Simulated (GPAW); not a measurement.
Cu:

```xyz
1
Lattice="-0.0229 1.8379 1.8457 1.7750 0.0435 1.7793 1.8174 1.8139 0.0011" Properties=species:S:1:pos:R:3 pbc="T T T"
Cu    0.0000    0.0000    0.0000
```

The cell isn't the ideal one: cell strained at random at fixed volume.

```yaml
Program: GPAW 26.7.0
Task: relaxation of cell and atoms
Functional: PBE
Dispersion: D3(BJ)
Potentials_or_basis: PAW data sets generated in the run's folder for this functional
Cutoff: 600 eV
Basis: pw
k_mesh: 6 × 7 × 7
Occupations: fermi-dirac, width 0.05 eV
Spin: no spin polarisation
Hubbard_terms: Cu d U = 3 eV
```

At the start: pressure -4.1 GPa; volume 11.81 Å³/atom.

Question: How do energy, volume and symmetry change on relaxing?

Answer: Over 35 steps the energy falls by 11.6 meV/atom and the volume is 11.44 Å³/atom (-3.1 %); space group C2/m (No. 12, to 0.05 Å).

The path:
```
step  energy change (eV)  largest force (eV/Å)  pressure (GPa)  volume (Å³)
   1              0.0000                0.0000           -4.11        11.81
   2             -0.0039                0.0000           -2.99        11.70
   3             -0.0085                0.0000           -0.93        11.52
   4             -0.0099                0.0000            1.51        11.33
   5             -0.0100                0.0000            1.38        11.34
   6             -0.0102                0.0000            1.14        11.36
   7             -0.0105                0.0000            0.81        11.38
   8             -0.0108                0.0000            0.41        11.41
   9             -0.0110                0.0000            0.00        11.44
  10             -0.0111                0.0000           -0.37        11.47
  11             -0.0111                0.0000           -0.63        11.49
  12             -0.0112                0.0000           -0.62        11.49
  13             -0.0112                0.0000           -0.59        11.49
  14             -0.0112                0.0000           -0.56        11.48
  15             -0.0112                0.0000           -0.51        11.48
  16             -0.0112                0.0000           -0.45        11.47
  17             -0.0112                0.0000           -0.38        11.47
  18             -0.0112                0.0000           -0.31        11.46
  19             -0.0112                0.0000           -0.23        11.46
  20             -0.0112                0.0000           -0.13        11.45
  21             -0.0112                0.0000           -0.02        11.44
  22             -0.0112                0.0000            0.09        11.43
  23             -0.0112                0.0000            0.19        11.43
  24             -0.0112                0.0000            0.27        11.42
  25             -0.0113                0.0000            0.30        11.42
  26             -0.0113                0.0000            0.29        11.42
  27             -0.0114                0.0000            0.23        11.42
  28             -0.0115                0.0000            0.11        11.43
  29             -0.0116                0.0000           -0.05        11.44
  30             -0.0116                0.0000           -0.18        11.45
  31             -0.0116                0.0000           -0.17        11.45
  32             -0.0116                0.0000           -0.15        11.45
  33             -0.0116                0.0000           -0.13        11.45
  34             -0.0116                0.0000           -0.10        11.45
  35             -0.0116                0.0000           -0.06        11.44
```

Final structure:
```
Cu
1.0
    -0.02296    1.78476    1.78341
     1.80068   -0.00397    1.76596
     1.80148    1.76593   -0.00351
Cu
1
Cartesian
  0.0000 0.0000 0.0000
```

Caveat: the k mesh is coarse (spacing up to 0.49 Å⁻¹), so the values aren't converged; with this Cu data set, volumes or pressures lay over 1.5 % or 2 GPa off other programs in two to four cells of ten; later steps reuse the first step's grids; U without spin polarisation on a metal has little footing; pairwise dispersion overbinds metals, which lowers pressure and volume; the U is typed as a test and isn't derived for this compound.
